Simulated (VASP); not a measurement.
MoSe2:

```
CELL_PARAMETERS angstrom
3.28800 0.00000 0.00000
-1.64400 2.84749 0.00000
0.00000 0.00000 12.90000
ATOMIC_POSITIONS crystal
Mo 0.33333 0.66667 0.25000
Mo 0.66667 0.33333 0.75000
Se 0.33333 0.66667 0.62500
Se 0.66667 0.33333 0.12500
Se 0.33333 0.66667 0.87500
Se 0.66667 0.33333 0.37500
```

```yaml
Program: VASP 6.6.1
Task: relaxation of cell and atoms
Functional: PBE
Dispersion: D3(BJ)
Potentials_or_basis: VASP PAW PBE potentials, release 64 (Mo_sv, Se)
Cutoff: 600 eV
k_mesh: 9 × 9 × 2
Occupations: gaussian, width 0.03 eV
Spin: no spin polarisation
```

At the start: pressure 4.5 GPa; volume 20.13 Å³/atom.

Q: How do energy, volume and symmetry change on relaxing?

A: Over 14 steps the energy falls by 24.1 meV/atom and the volume is 19.74 Å³/atom (-1.9 %); space group P6_3/mmc (No. 194, to 0.05 Å).

Step by step:
| step | energy change (eV) | largest force (eV/Å) | pressure (GPa) | volume (Å³) |
| --- | --- | --- | --- | --- |
| 1 | 0.0000 | 1.1441 | 4.52 | 120.78 |
| 2 | 0.2308 | 1.2853 | -9.26 | 130.92 |
| 3 | -0.1073 | 0.1481 | -1.23 | 124.27 |
| 4 | -0.1075 | 0.1809 | -1.04 | 124.14 |
| 5 | -0.1225 | 0.1168 | -0.28 | 122.48 |
| 6 | -0.1232 | 0.0997 | -0.06 | 122.02 |
| 7 | -0.1275 | 0.0908 | -0.06 | 121.61 |
| 8 | -0.1379 | 0.0632 | -0.04 | 120.35 |
| 9 | -0.1435 | 0.0013 | 0.20 | 117.83 |
| 10 | -0.1443 | 0.0241 | 0.12 | 118.56 |
| 11 | -0.1444 | 0.0212 | 0.12 | 118.46 |
| 12 | -0.1443 | 0.0191 | 0.13 | 118.39 |
| 13 | -0.1425 | 0.1161 | -0.76 | 118.94 |
| 14 | -0.1444 | 0.0004 | 0.01 | 118.46 |

Final structure:
```
Mo Se
1.0
     3.27866    0.00000    0.00000
    -1.63933    2.83941    0.00000
     0.00000    0.00000   12.72501
Mo Se
2 4
Direct
  0.33333 0.66667 0.25000
  0.66667 0.33333 0.75000
  0.33333 0.66667 0.61833
  0.66667 0.33333 0.11833
  0.33333 0.66667 0.88167
  0.66667 0.33333 0.38167
```
